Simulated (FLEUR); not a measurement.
# WC (Qusongite) (P-6m2) in FLEUR: further runs

The runs below take WC (Qusongite) through relaxation of the atoms, single point, with PBE+D3, PBEsol, LDA (Wigner correlation)+U.

Everything below comes from runs of FLEUR MaX-R8.1 (patched build s14). Logs are shortened: lines on timing, memory, paths and dates and some standing lists are left out, and cuts for length are marked.

**1. Starting point**

It takes space group P-6m2 (No. 187, hexagonal). The conventional cell has a = 2.907 Å, b = 2.907 Å, c = 2.837 Å, α = 90.00°, β = 90.00°, γ = 120.00°. W (site symmetry -6m2) has 6 C at 2.20 Å as nearest neighbours. Around C (site symmetry -6m2) lie 6 W at 2.20 Å.

**2. Relaxation of the atoms, PBE+D3, collinear spin, ferromagnetic start**

inp.xml

```xml
<?xml version="1.0" encoding="UTF-8" standalone="no"?>
<fleurInput fleurInputVersion="0.39">
   <comment>
      WC                                                                                                  
   </comment>
   <calculationSetup>
      <cutoffs Kmax="4.0" Gmax="20.0" GmaxXC="20.0" numbands="0"/>
      <scfLoop itmax="60" minDistance="0.00001" maxIterBroyd="15" imix="Anderson" alpha="0.05" precondParam="0.0" spinf="2.0"/>
      <coreElectrons ctail="T" frcor="F" kcrel="0" coretail_lmax="0"/>
      <xcFunctional name="pbe" relativisticCorrections="F"/>
      <magnetism jspins="2" fixed_moment="0.12"/>
      <soc l_soc="F" theta="0.0" phi="0.0" spav="F"/>
      <expertModes spex="0" secvar="F" vdW="D3"/>
      <geometryOptimization l_f="T" forcealpha="1.0" forcemix="BFGS" epsdisp="0.0005" epsforce="0.0005"/>
      <ldaU l_linMix="F" mixParam="0.05" spinf="1.0"/>
   </calculationSetup>
   <cell>
      <bzIntegration valenceElectrons="32.0" mode="hist" fermiSmearingEnergy="0.00183747">
         <kPointListSelection listName="default-1"/>
         <!-- k-points included here -->
         <xi:include xmlns:xi="http://www.w3.org/2001/XInclude" href="kpts.xml"> </xi:include>
      </bzIntegration>
      <!-- symmetry operations included here -->
      <xi:include xmlns:xi="http://www.w3.org/2001/XInclude" href="sym.xml"> </xi:include>
      <bulkLattice scale="1.0">
         <bravaisMatrix>
            <row-1>    5.4924889811498998     0.0000000000000000     0.0000000000000000</row-1>
            <row-2>   -2.7462444905749499     4.7566349876829213     0.0000000000000000</row-2>
            <row-3>    0.0000000000000000     0.0000000000000000     5.3603971250403593</row-3>
         </bravaisMatrix>
      </bulkLattice>
   </cell>
   <atomSpecies>
      <species name="Tungsten (.501" element="W" atomicNumber="74">
         <mtSphere radius="2.38" gridPoints="787" logIncrement="0.017"/>
         <atomicCutoffs lmax="7" lnonsphr="5"/>
         <electronConfig flipSpins="F">
            <coreConfig>(1s1/2) (2s1/2) (2p1/2) (2p3/2) (3s1/2) (3p1/2) (3p3/2) (4s1/2) (3d3/2) (3d5/2) (4p1/2) (4p3/2) (4d3/2) (4d5/2)</coreConfig>
            <valenceConfig>(5s1/2) (5p1/2) (5p3/2) (6s1/2) (4f5/2) (4f7/2) (5d3/2) (5d5/2)</valenceConfig>
            <stateOccupation state="(5d3/2)" spinUp="0.8" spinDown="0.8"/>
            <stateOccupation state="(5d5/2)" spinUp="1.4505" spinDown="0.9495"/>
         </electronConfig>
         <energyParameters s="6" p="6" d="5" f="4"/>
         <lo type="SCLO" l="0" n="5" eDeriv="0"/>
         <lo type="SCLO" l="1" n="5" eDeriv="0"/>
         <lo type="SCLO" l="2" n="5" eDeriv="2"/>
         <lo type="SCLO" l="3" n="4" eDeriv="2"/>
      </species>
      <species name="Carbon (C)" element="C" atomicNumber="6">
         <mtSphere radius="1.47" gridPoints="487" logIncrement="0.021"/>
         <atomicCutoffs lmax="4" lnonsphr="3"/>
         <electronConfig flipSpins="F">
            <coreConfig>(1s1/2)</coreConfig>
            <valenceConfig>(2s1/2) (2p1/2) (2p3/2)</valenceConfig>
            <stateOccupation state="(2p1/2)" spinUp="0.333333" spinDown="0.333333"/>
            <stateOccupation state="(2p3/2)" spinUp="0.666667" spinDown="0.666667"/>
         </electronConfig>
         <energyParameters s="2" p="2" d="3" f="4"/>
         <lo type="SCLO" l="0" n="2" eDeriv="2"/>
         <lo type="SCLO" l="1" n="2" eDeriv="2"/>
         <lo type="SCLO" l="2" n="3" eDeriv="2"/>
      </species>
   </atomSpecies>
   <atomGroups>
      <atomGroup species="Tungsten (.501">
         <relPos label="                   1">.0000000000 .0000000000 .0000000000</relPos>
         <force calculate="T" relaxXYZ="TTT"/>
      </atomGroup>
      <atomGroup species="Carbon (C)">
         <relPos label="                   2">-1.000/3.000 1.000/3.000 1.000/2.000</relPos>
         <force calculate="T" relaxXYZ="TTT"/>
      </atomGroup>
   </atomGroups>
   <output dos="F" band="F" slice="F">
      <checks vchk="F" cdinf="F"/>
      <bandDOS minEnergy="-.5*Htr" maxEnergy="0.5*Htr" sigma="0.015" storeEVData="T"/>
      <vacuumDOS vacdos="F" integ="F" star="F" nstars="0" locx1="0.0" locy1="0.0" locx2="0.0" locy2="0.0" nstm="0" tworkf="0.0"/>
      <unfoldingBand unfoldBand="F" supercellX="1" supercellY="1" supercellZ="1"/>
      <plotting iplot="0" polar="F">
         <plot TwoD="T" vec1="  1.0  0.0  0.0" vec2="  0.0  1.0  0.0" vec3="  0.0  0.0  1.0" zero="  0.0  0.0  0.0" file="plot"/>
      </plotting>
      <chargeDensitySlicing numkpt="0" minEigenval="0.0" maxEigenval="0.0" nnne="0" pallst="F"/>
      <specialOutput eonly="F"/>
      <magneticCircularDichroism mcd="F" energyLo="-10.0" energyUp="0.0"/>
   </output>
  <!-- We include the file relax.xml here to enable relaxations (see documentation) -->
  <xi:include xmlns:xi="http://www.w3.org/2001/XInclude" href="relax.xml"> <xi:fallback/> </xi:include>
</fleurInput>
```

crystal.txt

```
WC
&input cartesian=F /
2.9065000000  0.0000000000  0.0000000000
-1.4532500000  2.5171028361  0.0000000000
0.0000000000  0.0000000000  2.8366000000
1.8897261246
1.0 1.0 1.0

2
74 0.0000000000  0.0000000000  0.0000000000 : 0.501
6 0.6666666667  0.3333333333  0.5000000000

&kpt div1=6 div2=6 div3=5 gamma=T /
```

Potentials or basis: all-electron, FLAPW.

Run with:

```
inpgen -f crystal.txt -profile fast
# inp.xml edited to the form shown
fleur   # started 1 times, once a step
```

The program printed:

```text
[run 1 of the program]

      Welcome to FLEUR        (www.flapw.de)
      MaX-Release 8.1          (www.max-centre.eu)

 ========== k-point set info ==========
 Selected k-point list: default-1
 k-point list type: mesh
 6 x 6 x 5
 Number of k points: 21

 ------------Calculation Setup---------------------------
 Number of OMP-threads    :            1
 Number of basis functions:          219
 Approximate size of matrices (H+S) per k-point:         0.001 GB
 --------------------------------------------------------
 Iteration:     1   Distance:      24.39314649 me/bohr^3
 Iteration:     2   Distance:      20.65735834 me/bohr^3
 Iteration:     3   Distance:       8.16161615 me/bohr^3
 Iteration:     4   Distance:       5.99813262 me/bohr^3
 Iteration:     5   Distance:       3.07049349 me/bohr^3
 Iteration:     6   Distance:       0.88909902 me/bohr^3
 Iteration:     7   Distance:       0.36506154 me/bohr^3
 Iteration:     8   Distance:       0.13274023 me/bohr^3
 Iteration:     9   Distance:       0.09721571 me/bohr^3
 Iteration:    10   Distance:       0.01766538 me/bohr^3
 Iteration:    11   Distance:       0.01735899 me/bohr^3
 Iteration:    12   Distance:       0.00516270 me/bohr^3
 Iteration:    13   Distance:       0.00104209 me/bohr^3
 Iteration:    14   Distance:       0.00061265 me/bohr^3
 Iteration:    15   Distance:       0.00011380 me/bohr^3
 Iteration:    16   Distance:       0.00010483 me/bohr^3
 Iteration:    17   Distance:       0.00005647 me/bohr^3
 Iteration:    18   Distance:       0.00001870 me/bohr^3
 Iteration:    19   Distance:       0.00000855 me/bohr^3

 ********************************************************************
 Run finished successfully
 Stop message:
   Structural relaxation: Done
 ********************************************************************
```

relax.xml:

```text
 <!-- Attention, absolute coordinates used here -->
 <relaxation>
   <displacements>
    <displace>   0.0000000000    0.0000000000    0.0000000000 </displace>
    <displace>   0.0000000000    0.0000000000    0.0000000000 </displace>
  </displacements>
   <relaxation-history>
    <step energy="   -16204.2717748176">
      <posforce>   0.0000000000    0.0000000000    0.0000000000    0.0000000000    0.0000000000    0.0000000000 </posforce>
      <posforce>  -2.7462444906    1.5855449959    2.6801985625    0.0000000000    0.0000000000    0.0000000000 </posforce>
    </step>
   </relaxation-history>
 </relaxation>
```

out.xml (last iteration):

```text
<iteration numberForCurrentRun="   20" overallNumber="   20">
         <energyParameters units="Htr">
            <atomicEP atomType="1" spin="1" branch="6s" branchLowest="-2.07" branchHighest="2.54" value="0.3350505763"/>
            <atomicEP atomType="1" spin="1" branch="6p" branchLowest="-0.69" branchHighest="3.56" value="0.4671941395"/>
            <atomicEP atomType="1" spin="1" branch="5d" branchLowest="-7.94" branchHighest="1.11" value="0.4995892506"/>
            <atomicEP atomType="1" spin="1" branch="4f" branchLowest="-9.99" branchHighest="-0.41" value="-0.3821064896"/>
            <loAtomicEP atomType="1" spin="1" branch="5s" branchLowest="-20.10" branchHighest="-2.07" value="-2.1004416993"/>
            <loAtomicEP atomType="1" spin="1" branch="5p" branchLowest="-14.73" branchHighest="-0.69" value="-0.8128181443"/>
            <loAtomicEP atomType="1" spin="1" branch="5d" branchLowest="-7.94" branchHighest="1.11" value="0.4951524546"/>
            <loAtomicEP atomType="1" spin="1" branch="4f" branchLowest="-9.99" branchHighest="-0.41" value="-0.4173479857"/>
            <atomicEP atomType="2" spin="1" branch="2s" branchLowest="-9.13" branchHighest="2.27" value="0.0533570772"/>
            <atomicEP atomType="2" spin="1" branch="2p" branchLowest="-9.99" branchHighest="2.10" value="0.2692600273"/>
            <atomicEP atomType="2" spin="1" branch="3d" branchLowest="-9.99" branchHighest="6.07" value="0.4855491583"/>
            <atomicEP atomType="2" spin="1" branch="4f" branchLowest="-9.99" branchHighest="10.04" value="0.6456469696"/>
            <loAtomicEP atomType="2" spin="1" branch="2s" branchLowest="-9.13" branchHighest="2.27" value="0.0533570772"/>
            <loAtomicEP atomType="2" spin="1" branch="2p" branchLowest="-9.99" branchHighest="2.10" value="0.2692393587"/>
            <loAtomicEP atomType="2" spin="1" branch="3d" branchLowest="-9.99" branchHighest="6.07" value="0.4855481252"/>
            <atomicEP atomType="1" spin="2" branch="6s" branchLowest="-2.07" branchHighest="2.54" value="0.3382788723"/>
            <atomicEP atomType="1" spin="2" branch="6p" branchLowest="-0.68" branchHighest="3.56" value="0.4704379126"/>
            <atomicEP atomType="1" spin="2" branch="5d" branchLowest="-7.94" branchHighest="1.11" value="0.5026795464"/>
            <atomicEP atomType="1" spin="2" branch="4f" branchLowest="-9.99" branchHighest="-0.41" value="-0.3817497128"/>
            <loAtomicEP atomType="1" spin="2" branch="5s" branchLowest="-20.10" branchHighest="-2.07" value="-2.0990267317"/>
            <loAtomicEP atomType="1" spin="2" branch="5p" branchLowest="-14.73" branchHighest="-0.68" value="-0.8109454315"/>
            <loAtomicEP atomType="1" spin="2" branch="5d" branchLowest="-7.94" branchHighest="1.11" value="0.4982229066"/>
            <loAtomicEP atomType="1" spin="2" branch="4f" branchLowest="-9.99" branchHighest="-0.41" value="-0.4169977960"/>
            <atomicEP atomType="2" spin="2" branch="2s" branchLowest="-9.13" branchHighest="2.27" value="0.0540474099"/>
            <atomicEP atomType="2" spin="2" branch="2p" branchLowest="-9.99" branchHighest="2.10" value="0.2699215165"/>
            <atomicEP atomType="2" spin="2" branch="3d" branchLowest="-9.99" branchHighest="6.07" value="0.4861899087"/>
            <atomicEP atomType="2" spin="2" branch="4f" branchLowest="-9.99" branchHighest="10.04" value="0.6462873877"/>
            <loAtomicEP atomType="2" spin="2" branch="2s" branchLowest="-9.13" branchHighest="2.27" value="0.0540474099"/>
            <loAtomicEP atomType="2" spin="2" branch="2p" branchLowest="-9.99" branchHighest="2.10" value="0.2699008579"/>
            <loAtomicEP atomType="2" spin="2" branch="3d" branchLowest="-9.99" branchHighest="6.07" value="0.4861888756"/>
         </energyParameters>
         <eigenvalues>
            <eigenvaluesAt spin="1" ikpt="1" k_x="0.00000000" k_y="0.00000000" k_z="0.00000000">
                      -2.1027551616       -0.7799004229       -0.7757038074       -0.7757038074       -0.4171754032
                      -0.4171754032       -0.4171293048       -0.4169884692       -0.4169884692       -0.4165782287
                      -0.4155667911        0.0824873563        0.4549913638        0.4910868067        0.4910868067
                       0.6167253271        0.7330447135        0.7330447135        0.8204193642        0.8204193642
                       0.8481580605        1.1412766159        1.2299088843        1.2299088843        1.3844425432
[... 68 lines left out ...]
            <state n="3" l="2" j="2.5" energy="-64.4237854246" weight="3.0000000000"/>
            <state n="4" l="1" j="0.5" energy="-16.5439740814" weight="1.0000000000"/>
            <state n="4" l="1" j="1.5" energy="-14.0525336314" weight="2.0000000000"/>
            <state n="4" l="2" j="1.5" energy="-8.2189626210" weight="2.0000000000"/>
            <state n="4" l="2" j="2.5" energy="-7.7599820849" weight="3.0000000000"/>
         </coreStates>
         <coreStates atomType="     2" atomicNumber="  6" spin="1" kinEnergy="     15.9575067034" eigValSum="     -9.1355360762" lostElectrons=" 0.000032">
            <state n="1" l="0" j="0.5" energy="-9.1355360762" weight="1.0000000000"/>
         </coreStates>
         <coreStates atomType="     2" atomicNumber="  6" spin="2" kinEnergy="     15.9579237105" eigValSum="     -9.1353294730" lostElectrons=" 0.000032">
            <state n="1" l="0" j="0.5" energy="-9.1353294730" weight="1.0000000000"/>
         </coreStates>
         <allElectronCharges>
            <spinDependentCharge spin="1" total="40.0600000" interstitial="1.9819443" mtSpheres="38.0780557"/>
            <spinDependentCharge spin="2" total="39.9400000" interstitial="1.9483968" mtSpheres="37.9916032"/>
            <totalCharge value="79.9999999925"/>
         </allElectronCharges>
         <magneticMomentsInMTSpheres units="muBohr">
            <globalMagMoment atomType="1" vec="0.00000   0.00000   0.07829"/>
            <localMagMoment atomType="1" vec="0.00000   0.00000   0.07829"/>
            <globalMagMoment atomType="2" vec="0.00000   0.00000   0.00817"/>
            <localMagMoment atomType="2" vec="0.00000   0.00000   0.00817"/>
         </magneticMomentsInMTSpheres>
         <orbitalMomentsInMTSpheres units="muBohr">
            <globalMagMoment atomType="1" vec="0.00000   0.00000   0.00000"/>
            <localMagMoment atomType="1" vec="0.00000   0.00000   0.00000"/>
            <globalMagMoment atomType="2" vec="0.00000   0.00000   0.00000"/>
            <localMagMoment atomType="2" vec="0.00000   0.00000   0.00000"/>
         </orbitalMomentsInMTSpheres>
         <totalEnergy                                    value="   -16204.2717748176" units="Htr">
            <sumOfEigenvalues                            value="    -9898.3634577627">
               <coreElectrons value="-9887.8380165601"/>
               <valenceElectrons value="-10.5254412026"/>
            </sumOfEigenvalues>
            <densityCoulombPotentialIntegral value="-27719.9389168608"/>
            <densityEffectivePotentialIntegral value="-28152.6917697235"/>
            <chargeDenXCDenIntegral value="-330.8492377382"/>
            <FockExchangeEnergyValence value="0.0000000000"/>
            <FockExchangeEnergyCore value="0.0000000000"/>
            <vdWEnergy value="-0.0233697801"/>
            <atomTypeDependentContributions atomType="1">
               <electronNucleiInteractionDifferentMTs value="20168.5190285832"/>
               <MadelungTerm value="-52.6052853844"/>
            </atomTypeDependentContributions>
            <atomTypeDependentContributions atomType="2">
               <electronNucleiInteractionDifferentMTs value="42.1455580707"/>
               <MadelungTerm value="-4.4881487915"/>
            </atomTypeDependentContributions>
            <tkbTimesEntropy value="0.0000936455"/>
            <freeEnergy value="-16204.2718684631"/>
            <extrapolationTo0K value="-16204.2718216404"/>
         </totalEnergy>
         <totalForcesOnRepresentativeAtoms units="Htr/bohr">
            <forceTotal atomType="1" x="0.000000" y="0.000000" z="0.000000" F_x="0.00000000" F_y="0.00000000" F_z="0.00000000"/>
            <forceTotal atomType="2" x="-2.746244" y="1.585545" z="2.680199" F_x="0.00000000" F_y="0.00000000" F_z="0.00000000"/>
         </totalForcesOnRepresentativeAtoms>
      </iteration>
```

Wall time 92 s (1 thread of Intel Xeon at 2.60GHz (Ice Lake), shared host); peak memory 0.06 GiB.

The run converged, but runs of this kind are known to go wrong with this program or these potentials, so none of its numbers is taken as a property of the crystal.

Caveat: the k mesh is coarse (spacing up to 0.44 Å⁻¹), so the values aren't converged; this program's D3 term has one parameter set for all functionals and differs from the reference program's by some per cent or more; the relaxation stopped at its first step, so nothing moved; the total moment is fixed, so each spin has its own Fermi level.

(Continued in part 2 of 3.)
